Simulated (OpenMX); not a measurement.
Runs of OpenMX 3.8.5 on C. Symmetry: Fd-3m, No. 227, cubic system. Conventional cell: a = 3.567 Å, b = 3.567 Å, c = 3.567 Å, α = 90.00°, β = 90.00°, γ = 90.00°. C (site symmetry -43m) is surrounded by 4 C at 1.54 Å. This isn't the form of C at room conditions, which is graphite.

| task | potentials or basis | cell | max SCF cycles | grid points, held for all volumes | gap on the mesh (eV) | pressure (GPa) | V0 of scaled cells (Å³/atom) | B0 (GPa) |
| --- | --- | --- | --- | --- | --- | --- | --- | --- |
| single point | OpenMX 2013 PBE set, C6.0-s2p2d1, grid cutoff 300 Ry | atoms moved at random, drawn with an rms of 0.05 Å | 100 | - | 3.39 | 2.6 | - | - |
| equation of state | OpenMX 2013 PBE set, C6.0-s2p2d1, fixed grid of 21 × 21 × 21 points | as given | - | 21 × 21 × 21 | - | - | 5.70 | (a) |
| band structure | OpenMX 2013 PBE set, C6.0-s2p2d1, grid cutoff 300 Ry | as given | 100 | - | 4.31 | 1.9 | - | - |
| equation of state | OpenMX 2013 PBE set, C6.0-s2p2, fixed grid of 21 × 21 × 21 points | as given | - | 21 × 21 × 21 | - | - | 5.80 | (b) |
| band structure | OpenMX 2013 PBE set, C6.0-s2p2, grid cutoff 300 Ry | as given | 100 | - | 4.60 | 9.4 | - | - |
| single point | OpenMX 2013 PBE set, C6.0-s2p2d1, grid cutoff 300 Ry | as given | 100 | - | 4.31 | 1.9 | - | - |

Alike in all rows: level PBE; no spin polarisation; k mesh 13 × 13 × 13; smearing fermi-dirac 0.05 eV.

Estimate the missing entries.

(a) 435; (b) 420.

Caveats: the basis of atomic orbitals isn't converged, which shifts pressures, moduli and gaps; an odd mesh through Γ misses points on the zone boundary, where band edges often lie (some runs); volumes in these bases differ from converged ones by about 1 %, for some elements by several (some runs).
